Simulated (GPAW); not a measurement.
The system is Cu.

```xyz
1
Lattice="-1.4428 1.4428 1.3761 1.4428 -1.4428 1.3761 1.4428 1.4428 -1.3761" Properties=species:S:1:pos:R:3 pbc="T T T"
Cu    0.0000    0.0000    0.0000
```

This isn't the form of Cu at room conditions, which is fcc.

| Property | Result |
| --- | --- |
| Program | GPAW 26.7.0 |
| Task | relaxation of cell and atoms |
| Functional | PBEsol |
| Dispersion | D3(BJ)+ATM |
| Potentials or basis | PAW data sets generated in the run's folder for this functional |
| Cutoff | 600 eV |
| Basis | pw |
| k mesh | 13 × 13 × 13 |
| Occupations | fermi-dirac, width 0.05 eV |
| Spin | no spin polarisation |

At the start: pressure -4.9 GPa; volume 11.46 Å³/atom.

Task: How do energy, volume and symmetry change on relaxing?

Result: Over 3 steps the energy falls by 4.7 meV/atom and the volume is 11.12 Å³/atom (-2.9 %); space group I4/mmm (No. 139, to 0.05 Å).

The path:
| step | energy change (eV) | largest force (eV/Å) | pressure (GPa) | volume (Å³) |
| --- | --- | --- | --- | --- |
| 1 | 0.0000 | 0.0000 | -4.87 | 11.46 |
| 2 | -0.0037 | 0.0000 | -2.46 | 11.29 |
| 3 | -0.0047 | 0.0000 | 0.12 | 11.12 |

Final structure:
```cif
data_structure
_symmetry_space_group_name_H-M 'P 1'
_symmetry_Int_Tables_number 1
_cell_length_a 2.4369
_cell_length_b 2.4369
_cell_length_c 2.4369
_cell_angle_alpha 108.224
_cell_angle_beta 108.224
_cell_angle_gamma 111.995
_cell_volume 11.12
loop_
_atom_site_label
_atom_site_type_symbol
_atom_site_fract_x
_atom_site_fract_y
_atom_site_fract_z
_atom_site_occupancy
Cu1 Cu 0.00000 0.00000 0.00000 1
```

Caveat: with this Cu data set, volumes or pressures lay over 1.5 % or 2 GPa off other programs in two to four cells of ten; later steps reuse the first step's grids; pairwise dispersion overbinds metals, which lowers pressure and volume.
